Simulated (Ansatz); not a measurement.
**Relaxing an invented CsH5 structure**

Method: Ansatz, DFT PBE, scalar-relativistic, plane waves, PAW. Cutoff 420 eV, Gaussian smearing, Γ-centred meshes. Cell and atoms relax on a converged mesh. In metals the finer mesh still leaves noise of several meV/atom or more. The steps can't lower the symmetry of their start. No spin polarisation.

A trial structure of CsH5 was built thus: DyFe5 type (P6/mmm) distorted into a subgroup (Pbam, No. 55) (cell multiple 2; largest shift (Å) 0.25). Lengths were set from tabulated atomic sizes, so they are only a guess.

```cif
data_structure
_symmetry_space_group_name_H-M 'Pbam'
_symmetry_Int_Tables_number 55
_cell_length_a 5.0629
_cell_length_b 8.7763
_cell_length_c 4.2388
_cell_angle_alpha 90.000
_cell_angle_beta 90.000
_cell_angle_gamma 90.000
_cell_volume 188.34
loop_
_atom_site_label
_atom_site_type_symbol
_atom_site_symmetry_multiplicity
_atom_site_Wyckoff_symbol
_atom_site_fract_x
_atom_site_fract_y
_atom_site_fract_z
_atom_site_occupancy
Cs1 Cs 2 a 0.00000 0.00000 0.00000 1
H1 H 4 g 0.48921 0.19017 0.00000 1
H2 H 4 h 0.29377 0.73683 0.50000 1
H3 H 2 d 0.50000 0.00000 0.50000 1
```

The zero of energy is the elements' standard structures at the same level (H₂ as a molecule); no fitted shifts are applied.

Q: What does it relax into?

A: The symmetry goes from Pbam (No. 55) to Cmmm (No. 65), and the primitive cell from 12 to 6 atoms. The volume per atom shrinks by 19.0 %, from 15.7 to 12.7 Å³. The shortest distance goes from 2.47 Å (H–H) to 0.98 Å (H–H). The energy falls by about 0.90 eV/atom (the start's value is from the coarse mesh). The end is written in a standard setting, so origin, axes and order of atoms can differ from the start's. Conventional cell: a = 5.262 Å, b = 8.439 Å, c = 3.434 Å. Around Cs lie 6 H at 2.92–2.96 Å and 12 H at 3.14–3.29 Å; around H on a site of symmetry m2m lie 2 H at 1.74 Å, 2 H at 2.13 Å, 1 H at 2.51 Å, 2 H at 2.82 Å and 3 Cs at 2.92–2.96 Å; H on a second site of symmetry m2m has 1 H at 0.98 Å, 2 H at 1.74 Å, 1 H at 1.95 Å, 2 H at 2.82 Å and 4 Cs at 3.29 Å; H on a site of symmetry mmm has 2 H at 0.98 Å, 4 H at 2.13 Å and 4 Cs at 3.14 Å.

```xyz
6
Lattice="2.6308 -4.2196 0.0000 2.6308 4.2196 0.0000 0.0000 0.0000 3.4343" Properties=species:S:1:pos:R:3 pbc="T T T"
Cs    0.0000    0.0000    0.0000
H     2.6308    1.2555    0.0000
H     2.6308   -1.2555    0.0000
H     2.6308   -0.9760    1.7172
H     2.6308    0.9760    1.7172
H     2.6308    0.0000    1.7172
```

Q: How does it come out in energy, and is it a metal?

A:

| Property | Result |
| --- | --- |
| Formation energy | +0.54 eV/atom |
| Gap on the 8×6×12 mesh of the 12-atom cell | 0 eV (a metal) |

A positive value: parting into the elements would lower its energy.

The last run used Gaussian smearing of 0.10 eV. With hydrogen, zero-point motion can shift formation energies by some tens of meV/atom. Symmetry constrained the relaxation, so the result can be a saddle point. Another cell of CsH5 relaxed alike, in P6/mmm, lies 190 meV/atom lower, so this cell isn't the stable form at this level.
